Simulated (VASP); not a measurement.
For cubic CsBr (space group Pm-3m), LDA (Ceperley-Alder, Perdew-Zunger), VASP's LDA PAW potentials (set 64) in VASP 6.6.1 gives ε∞ = 3.37, a static ε₀ = 7.01 and a transverse optical mode at 82 cm⁻¹.

**Question.** Estimate the longitudinal optical frequency at Γ.

**Answer.** By the Lyddane-Sachs-Teller relation, ω_LO = ω_TO √(ε₀/ε∞) = 82 × √(7.01/3.37) = 118 cm⁻¹.

The structure comes from a computed database's CsBr entry (Pm-3m); how it stands against other phases isn't given here. It was relaxed first, which changed the volume by -12 %.
